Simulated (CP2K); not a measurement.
Crystal: MgO.

```
CELL_PARAMETERS angstrom
2.96561 0.00000 0.00000
1.48280 2.56829 0.00000
1.48280 0.85610 2.42141
ATOMIC_POSITIONS crystal
Mg 0.00000 0.00000 0.00000
O 0.50000 0.50000 0.50000
```

The cell is a database's computed one.

Base run:

```yaml
Program: CP2K 2026.2
Functional: TPSS
Potentials_or_basis: POTENTIAL_UZH Mg GTH-PBE-q10, O GTH-PBE-q6; TZVP-MOLOPT-PBE-GTH basis
Density_cutoff: 19048 eV
k_mesh: 11 × 11 × 11
Occupations: fermi-dirac, width 0.05 eV
Spin: no spin polarisation
```

Its results: band gap on the k mesh 5.00 eV, direct; pressure 9.4 GPa.

Q: After a change of settings the same cell gave: band gap on the k mesh 4.68 eV, direct; pressure 7.0 GPa. Which change was it?
A. functional from TPSS to PBEsol
B. functional from TPSS to LDA
C. functional from TPSS to vdW-DF2
D. functional from TPSS to PBE

A: A.

TPSS gives the wider gap, since meta-GGAs in the generalised Kohn-Sham scheme recover part of the derivative discontinuity.

Caveats: the potentials were made for another functional, which shifts forces and pressure; the basis of atomic orbitals isn't converged, which shifts pressures, moduli and gaps.
